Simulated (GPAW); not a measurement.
# TiC (Fm-3m) in GPAW: a series of runs

One crystal, TiC, is run at these levels: PBE+D4, RPBE+D3, RPBE+D3(BJ); tasks: equation of state.

All numbers are computed with GPAW 26.7.0; they aren't measurements. Logs are shortened: lines on timing, memory, paths and dates and some standing lists are left out, and cuts for length are marked. The log counts tension as positive stress, the text compression.

**1. The structure**

Symmetry: Fm-3m, No. 225, cubic system. The conventional cell has a = 4.331 Å, b = 4.331 Å, c = 4.331 Å, α = 90.00°, β = 90.00°, γ = 90.00°. Ti (site symmetry m-3m) is surrounded by 6 C at 2.17 Å. C (site symmetry m-3m) is surrounded by 6 Ti at 2.17 Å.

The cell is a database's computed one.

**2. Equation of state, PBE+D4**

Input file run.py:

```python
from ase.calculators.mixing import SumCalculator
from ase.eos import EquationOfState
from ase.io import Trajectory
from ase.spacegroup import crystal
from ase.units import GPa
from dftd4.ase import DFTD4
from gpaw import GPAW, PW

# Ti 4a
# C 4b
atoms = crystal(['Ti', 'C'],
                basis=[[0.0, 0.0, 0.0],
                       [0.5, 0.0, 0.0]],
                spacegroup=225, setting=1,  # Fm-3m
                cellpar=[4.33143769, 4.33143769, 4.33143769, 90.0, 90.0, 90.0],
                primitive_cell=True)

traj = Trajectory('eos.traj', 'w')
volumes, energies = [], []
for x in [0.94, 0.96, 0.98, 1.0, 1.02, 1.04, 1.06]:
    a = atoms.copy()
    a.set_cell(atoms.cell * x**(1 / 3), scale_atoms=True)
    calc = GPAW(mode=PW(800),
                xc='PBE',
                kpts={'size': (9, 9, 9), 'gamma': True},
                occupations={'name': 'fermi-dirac', 'width': 0.05},
                nbands=18,
                convergence={'density': 1e-05, 'energy': 1e-05},
                maxiter=150,
                txt=f'eos-{x:.2f}.txt')
    a.calc = SumCalculator([calc, DFTD4(method='pbe')])
    energies.append(a.get_potential_energy())
    volumes.append(a.get_volume())
    p = -a.get_stress()[:3].mean() / GPa
    calc.write(f'eos-{x:.2f}.gpw')
    traj.write(a)
    print(f'{x:.2f} {volumes[-1]:10.4f} A^3 {energies[-1]:14.6f} eV {p:9.3f} GPa', flush=True)

v0, e0, B = EquationOfState(volumes, energies, eos='birchmurnaghan').fit()
print(f'V0 = {v0:.4f} A^3, E0 = {e0:.6f} eV, B0 = {B / GPa:.2f} GPa')
```

Potentials or basis: GPAW PAW data sets (gpaw-data 1.2.1), pw.

On the command line:

```bash
> OMP_NUM_THREADS=1 python run.py
```

The log of the run:

```text
__  _  _
 | _ |_)|_||  |
 |__||  | ||/\| - 26.7.0

Input parameters:
  mode=PW(ecut=800.0),
  convergence={'density': 1e-05, 'energy': 1e-05},
  kpts=MonkhorstPack(size=(9, 9, 9), gamma=True),
  maxiter=150,
  nbands=18,
  occupations=Occupations(name='fermi-dirac', width=0.05),
  xc=XC(name='PBE')

Diagonalizing LCAO Hamiltonian
Converting LCAO to pw mode

              C

       Ti

Atoms  # Å, Bohr magnetons
|   | symbol |        x |        y |        z |    initial magnetic moments |
|---|--------|----------|----------|----------|-----------------------------|
| 0 |     Ti | 0.000000 | 0.000000 | 0.000000 | ( 0.0000,  0.0000,  0.0000) |
| 1 |      C | 2.136449 | 2.136449 | 2.136449 | ( 0.0000,  0.0000,  0.0000) |

Unit cell  # Å
| periodic |        x |        y |        z |  lengths |    angles |
|----------|----------|----------|----------|----------|-----------|
|      yes | 0.000000 | 2.136449 | 2.136449 | 3.021395 | 60.000000 |
|      yes | 2.136449 | 0.000000 | 2.136449 | 3.021395 | 60.000000 |
|      yes | 2.136449 | 2.136449 | 0.000000 | 3.021395 | 60.000000 |

Number of symmetries: 48
Symmetry operations  # r_c * U_cc + t_c -> r_c
|    | kind |            matrix            |
|----|------|------------------------------|
|  0 |  σ   |  1, 0, 0,  1, 0,-1,  1,-1, 0 |
|  1 |  C2  |  1, 0, 0,  1,-1, 0,  1, 0,-1 |
|  2 |  E   |  1, 0, 0,  0, 1, 0,  0, 0, 1 |
|  3 |  σ   |  1, 0, 0,  0, 0, 1,  0, 1, 0 |
|  4 |  C4  |  1, 0,-1,  1, 0, 0,  1,-1, 0 |
|  5 |  S6  |  1, 0,-1,  1,-1, 0,  1, 0, 0 |
|  6 |  σ   |  1, 0,-1,  0, 1,-1,  0, 0,-1 |
|  7 |  C3  |  1, 0,-1,  0, 0,-1,  0, 1,-1 |
|  8 |  S6  |  1,-1, 0,  1, 0, 0,  1, 0,-1 |
|  9 |  C4  |  1,-1, 0,  1, 0,-1,  1, 0, 0 |
| 10 |  C3  |  1,-1, 0,  0,-1, 1,  0,-1, 0 |
| 11 |  σ   |  1,-1, 0,  0,-1, 0,  0,-1, 1 |
| 12 |  σ   |  0, 1, 0,  1, 0, 0,  0, 0, 1 |
| 13 |  C4  |  0, 1, 0,  0, 1,-1, -1, 1, 0 |
| 14 |  C3  |  0, 1, 0,  0, 0, 1,  1, 0, 0 |
| 15 |  S6  |  0, 1, 0, -1, 1, 0,  0, 1,-1 |
| 16 |  C2  |  0, 1,-1,  1, 0,-1,  0, 0,-1 |
| 17 |  σ   |  0, 1,-1,  0, 1, 0, -1, 1, 0 |
| 18 |  S4  |  0, 1,-1,  0, 0,-1,  1, 0,-1 |
| 19 |  C4  |  0, 1,-1, -1, 1, 0,  0, 1, 0 |
| 20 |  C3  |  0, 0, 1,  1, 0, 0,  0, 1, 0 |
| 21 |  σ   |  0, 0, 1,  0, 1, 0,  1, 0, 0 |
| 22 |  S6  |  0, 0, 1,  0,-1, 1, -1, 0, 1 |
| 23 |  C4  |  0, 0, 1, -1, 0, 1,  0,-1, 1 |
| 24 |  S4  |  0, 0,-1,  1, 0,-1,  0, 1,-1 |
| 25 |  C3  |  0, 0,-1,  0, 1,-1,  1, 0,-1 |
| 26 |  C2  |  0, 0,-1,  0,-1, 0, -1, 0, 0 |
| 27 |  S6  |  0, 0,-1, -1, 0, 0,  0,-1, 0 |
| 28 |  S4  |  0,-1, 1,  1,-1, 0,  0,-1, 0 |
| 29 |  C4  |  0,-1, 1,  0, 0, 1, -1, 0, 1 |
| 30 |  C2  |  0,-1, 1,  0,-1, 0,  1,-1, 0 |
| 31 |  σ   |  0,-1, 1, -1, 0, 1,  0, 0, 1 |
| 32 |  C3  |  0,-1, 0,  1,-1, 0,  0,-1, 1 |
| 33 |  S6  |  0,-1, 0,  0, 0,-1, -1, 0, 0 |
| 34 |  S4  |  0,-1, 0,  0,-1, 1,  1,-1, 0 |
| 35 |  C2  |  0,-1, 0, -1, 0, 0,  0, 0,-1 |
| 36 |  C2  | -1, 1, 0,  0, 1, 0,  0, 1,-1 |
| 37 |  S6  | -1, 1, 0,  0, 1,-1,  0, 1, 0 |
| 38 |  S4  | -1, 1, 0, -1, 0, 1, -1, 0, 0 |
| 39 |  C3  | -1, 1, 0, -1, 0, 0, -1, 0, 1 |
| 40 |  S6  | -1, 0, 1,  0, 0, 1,  0,-1, 1 |
| 41 |  C2  | -1, 0, 1,  0,-1, 1,  0, 0, 1 |
| 42 |  C3  | -1, 0, 1, -1, 1, 0, -1, 0, 0 |
| 43 |  S4  | -1, 0, 1, -1, 0, 0, -1, 1, 0 |
| 44 |  C2  | -1, 0, 0,  0, 0,-1,  0,-1, 0 |
| 45 |  i   | -1, 0, 0,  0,-1, 0,  0, 0,-1 |
| 46 |  σ   | -1, 0, 0, -1, 1, 0, -1, 0, 1 |
| 47 |  C2  | -1, 0, 0, -1, 0, 1, -1, 1, 0 |

BZ-sampling:
  Number of BZ points: 729
  Number of IBZ points: 35

  Monkhorst-Pack size: [9, 9, 9]
  Monkhorst-Pack shift: [0, 0, 0]

K-points  # in reciprocal-cell coordinates
|     |                                coordinates |     weight |
|-----|--------------------------------------------|------------|
|   0 | (  0.00000000,   0.00000000,   0.00000000) | 0.00137174 |
|   1 | (  0.11111111,   0.11111111,   0.00000000) | 0.00823045 |
|   2 | (  0.11111111,   0.11111111,   0.11111111) | 0.01097394 |
|   3 | (  0.22222222,   0.11111111,   0.11111111) | 0.01646091 |
|   4 | (  0.22222222,   0.22222222,   0.00000000) | 0.00823045 |
|   5 | (  0.22222222,   0.22222222,   0.11111111) | 0.03292181 |
|   6 | (  0.22222222,   0.22222222,   0.22222222) | 0.01097394 |
|   7 | (  0.33333333,   0.22222222,   0.11111111) | 0.03292181 |
|   8 | (  0.33333333,   0.22222222,   0.22222222) | 0.03292181 |
|   9 | (  0.33333333,   0.33333333,  -0.33333333) | 0.01646091 |
| ... |                                            |            |
|  34 | (  0.44444444,   0.44444444,   0.44444444) | 0.01097394 |

Plane wave coefficients: 1018
Cutoff: 800.0 eV

Spin-components: 1 (collinear spins)
Bands:           18
Projectors:      11
Spin-degeneracy: 2
Datatype:        complex128

Parallelization:
  kpt:    1
  domain: 1
  band:   1

Density:
  Valence electrons: 16.0
  Components: 1
  Grid points: [20 20 20]
  Charge: 0.0  # |e|

Potential:
  Grid points: [20 20 20]

species:
  Ti:
    name:    Titanium
    Z:       22.0
    valence: 12
    core:    10
    charge:  0.0  # [|e|]
    compensation charges:
      type: gauss
      rc: 0.38  # [Å]
      lmax: 2
    cutoffs:
      filter: 2.23  # [Å]
      core: 1.02  # [Å]
    projectors
    | kind |    occ | energy [eV] | rcut [Å] |
    |------|--------|-------------|----------|
    |   3s |  2.000 |     -62.623 |    1.270 |
    |   4s |  2.000 |      -4.466 |    1.270 |
    |   3p |  6.000 |     -38.862 |    1.058 |
    |   4p |  0.000 |      -1.466 |    1.058 |
    |   3d |  2.000 |      -4.258 |    1.058 |
    |    d |        |      22.953 |    1.058 |

    Using partial waves for Ti as LCAO basis

  C:
    name:    Carbon
    Z:       6.0
    valence: 4
    core:    2
    charge:  0.0  # [|e|]
    compensation charges:
      type: gauss
      rc: 0.20  # [Å]
      lmax: 2
    cutoffs:
      filter: 1.14  # [Å]
      core: 1.14  # [Å]
    projectors
    | kind |    occ | energy [eV] | rcut [Å] |
    |------|--------|-------------|----------|
    |   2s |  2.000 |     -13.751 |    0.635 |
    |   2p |  2.000 |      -5.284 |    0.635 |
    |    s |        |      13.461 |    0.635 |
    |    p |        |      21.927 |    0.635 |
    |    d |        |       0.000 |    0.635 |

    Using partial waves for C as LCAO basis

Reference energy: -24251.642397  # eV

eigensolver:
  PPCG
  Converge bands: occupied
  niter=2

density mixing:
  MSR1-Mixer
  Pratt-step length: 0.05
  Maximum mixing coefficient: 0.75
  Old densities: 10
  SVD Regularization: 0.005
  Good broyden scale: 1.0
  Trust region scale: 1.0
  Backstep threshold: 4.0
  History deletion threshold: 6.0
  Fourier metric: weight=20.0, sigma=0.015

occupation numbers:
  Fermi-Dirac:
    width: 0.0500  # eV

poisson solver:
  ecut: 6400.0  # eV

xc functional:
  name: PBE with 2 nearest neighbor stencil

convergence criteria:
[... 6 lines left out ...]
|iter     | |      energy | eigst |  dens |
|---------|-|-------------|-------|-------|
|iter:   1| |  -19.814994 | -0.37 |       |
|iter:   2| |  -18.979127 | -2.51 | -0.79 |
|iter:   3| |  -17.527190 | -1.31 | -0.88 |
|iter:   4| |  -17.518996 | -2.85 | -1.60 |
|iter:   5| |  -17.530585 | -3.45 | -1.81 |
|iter:   6| |  -17.530377 | -4.05 | -2.44 |
|iter:   7| |  -17.530386 | -6.21 | -3.45 |
|iter:   8| |  -17.530390c| -6.75 | -3.79 |
|iter:   9| |  -17.530390c| -8.33c| -4.65 |
|iter:  10| |  -17.530390c| -8.34c| -5.26c|

Converged in 10 steps
Energy contributions relative to reference atoms: (reference = -24251.642397)

Energy contributions:
  Kinetic:          20.796221
  Coulomb:         -21.052389
  Zero:              0.105123
  External:          0.000000
  Xc:              -17.378100
  Entropy:          -0.002491
  Spinorbit:         0.000000
  ----------------------------
  Free energy:     -17.531635
  Extrapolated:    -17.530390

dipole moment: (-13.642454, -13.642454, -13.642454)  # |e|*Ang

Fermi level: 10.712
Eigenvalues  # (at kpt = [0.000, 0.000, 0.000])
| band index |      eig [eV] | occ [0-2] |
|------------|---------------|-----------|
|          0 |       -45.704 |     2.000 |
|          1 |       -21.728 |     2.000 |
|          2 |       -21.728 |     2.000 |
|          3 |       -21.728 |     2.000 |
|          4 |        -1.850 |     2.000 |
|          5 |        11.441 |     0.000 |
|          6 |        11.441 |     0.000 |
|          7 |        11.441 |     0.000 |
|          8 |        12.448 |     0.000 |
|          9 |        12.448 |     0.000 |
|         10 |        12.448 |     0.000 |
|         11 |        12.545 |     0.000 |
|         12 |        12.545 |     0.000 |
|        ... |               |           |
|         17 |        31.122 |     0.000 |

No gap
No difference between direct/indirect transitions

Stress tensor  # eV/Ang^3
|         x |         y |         z |
|-----------|-----------|-----------|
| -0.076816 |  0.000000 |  0.000000 |
|  0.000000 | -0.076816 | -0.000000 |
|  0.000000 | -0.000000 | -0.076816 |

# Writing to eos-0.96.gpw (mode='')
```

It took 89 s on 1 thread of Arm Neoverse V2, shared host; peak memory 0.23 GiB.

Results:

| Property | Result |
| --- | --- |
| Equilibrium volume | 10.02 Å³/atom |
| Bulk modulus | 265 GPa |
| Pressure derivative of the bulk modulus | 5.0 (rough: it moves with the points fitted) |

Energy against volume, from the lowest point:
| volume (Å³/atom) | energy (meV/atom) |
| --- | --- |
| 9.548 | 19.53 |
| 9.752 | 5.93 |
| 9.955 | 0.00 |
| 10.158 | 0.99 |
| 10.361 | 9.01 |
| 10.564 | 21.83 |
| 10.767 | 39.82 |

[end of part 1 of 2]
